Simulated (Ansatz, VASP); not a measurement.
This is a calculation of PbSe (Clausthalite) for Ansatz 0.2.0.

input.yaml

```yaml
crystal:
  lattice:
    - [0.0, 3.1206779849, 3.1206779849]
    - [3.1206779849, 0.0, 3.1206779849]
    - [3.1206779849, 3.1206779849, 0.0]
  atoms:
    - { symbol: Pb, position: [0.0, 0.0, 0.0] }
    - { symbol: Se, position: [0.5, 0.5, 0.5] }
kpoints:
  mp_grid: { grid: [8, 8, 8] }
scf:
  occupations: { method: fermi_dirac, width: 0.05 }
hamiltonian:
  xc: pbesol
  pseudopotentials: { kind: all_electron, lapw: { basis_error: 0.0005 } }
output:
  forces: true
  stress: true
  eigenvalues: true
```

Potentials or basis: all-electron LAPW, scalar-relativistic.

Run with:

```sh
$ ansatz run input.yaml --threads 1 --pin off --max-ram 3072MiB --backend cpu --events-out ev --progress --plain --runs-dir out
```

Task: Set up the same calculation for VASP 6.6.1. Potentials there: VASP PAW PBE potentials, release 64 (Pb_d, Se).

Result: As run (the cutoff follows the program's own potentials):

Contents of INCAR:

```
PREC = Accurate
ENCUT = 520
EDIFF = 1E-7
ISMEAR = -1
SIGMA = 0.05
LREAL = F
LASPH = T
NELM = 60
ALGO = Normal
ISIF = 2
LWAVE = F
LCHARG = F
GGA = PS
NBANDS = 17
```

File KPOINTS:

```
regular mesh
0
Gamma
  8 8 8
```

The input POSCAR:

```
PbSe
1.0
    0.0000000000      3.1206779849      3.1206779849
    3.1206779849      0.0000000000      3.1206779849
    3.1206779849      3.1206779849      0.0000000000
Pb Se
1 1
Direct
    0.0000000000      0.0000000000      0.0000000000
    0.5000000000      0.5000000000      0.5000000000
```

Potentials or basis: VASP PAW PBE potentials, release 64 (Pb_d, Se).

Run with:

```sh
$ cat potpaw_PBE.64/Pb_d/POTCAR potpaw_PBE.64/Se/POTCAR > POTCAR
$ mpirun -np 1 vasp_std > vasp.out
```

Both were run:

|  | VASP | Ansatz | Ansatz less VASP |
| --- | --- | --- | --- |
| gap on the k mesh at the Fermi level (eV) | 0.38 | 0.38 | -0.005 |
| least direct gap on the mesh (eV) | 0.38 | 0.38 | -0.005 |
| pressure (GPa) | -3.1 | -3.1 | +0.01 |

Ansatz ran all-electron here, so the differences hold the error of VASP's frozen core and of both bases.

Caveats: spin-orbit coupling is left out, which as a rule narrows the gap of such compounds by several tenths of an eV; the PAW data sets were made with another functional, which shifts forces and pressure a little (VASP).
